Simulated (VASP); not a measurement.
**TaN: single point with PBEsol**

TaN:

```
Ta N
1.0
     0.00000    2.21132    2.21132
     2.21132    0.00000    2.21132
     2.21132    2.21132    0.00000
Ta N
1 1
Cartesian
  2.2405 2.3053 2.2063
  0.0022 0.0062 -0.0610
```

The cell comes from a database or a generator and needn't be the stable form of this composition.

The cell isn't the ideal one: atoms moved at random, drawn with an rms of 0.05 Å.

```json
{"Program": "VASP 6.6.1", "Task": "single point", "Functional": "PBEsol", "Potentials or basis": "VASP PAW PBE potentials, release 64 (Ta_pv, N)", "Cutoff": "520 eV", "k mesh": "10 × 10 × 10", "Occupations": "fermi-dirac, width 0.05 eV", "Spin": "no spin polarisation", "Ladder": "free", "Further INCAR settings": "ALGO = Normal; EDIFF = 1e-07; NBANDS = 15"}
```

The pressure is -8.1 GPa. The largest force is 0.785 eV/Å and the band gap on the k mesh is none (metal or under the smearing width).

Forces on the atoms (eV/Å):
```
Ta  -0.195 -0.637 -0.416
N    0.195  0.637  0.416
```

Stress tensor (GPa, compression positive):
```
-9.23 -0.17 -0.07
-0.17 -6.66 -0.29
-0.07 -0.29 -8.32
```

Levels at points of the mesh, in eV from the Fermi level:
| k point | band 6 | band 7 | band 8 | band 9 | band 10 | band 11 |
| --- | --- | --- | --- | --- | --- | --- |
| (0.00, 0.00, 0.00) | -4.03 | -3.97 | -2.08 | -1.85 | -1.70 | 0.11 |
| (0.50, 0.00, 0.00) | -7.48 | -7.44 | 1.78 | 1.81 | 1.98 | 3.68 |
| (0.00, 0.50, 0.00) | -7.45 | -7.40 | 1.76 | 1.82 | 1.94 | 3.58 |
| (0.00, 0.00, 0.50) | -7.46 | -7.41 | 1.78 | 1.79 | 1.96 | 3.61 |
| (0.50, 0.50, 0.50) | -7.50 | -7.49 | 1.82 | 1.86 | 1.94 | 3.80 |
| (0.50, 0.50, 0.00) | -5.80 | -4.62 | -4.15 | 2.10 | 3.45 | 3.46 |
| (0.00, 0.50, 0.50) | -5.87 | -4.64 | -4.05 | 2.11 | 3.45 | 3.46 |
| (0.50, 0.00, 0.50) | -5.61 | -4.61 | -4.35 | 2.07 | 3.45 | 3.45 |

It took 120 s on 1 thread of Intel(R) Xeon(R) Platinum 8259CL CPU @ 2.50GHz (Skylake/Cascade Lake) (shared host), peak memory 0.28 GiB.

Caveat: the PAW data sets were made with another functional, which shifts forces and pressure a little. The run has no spin-orbit coupling, so splittings on Ta are missing.
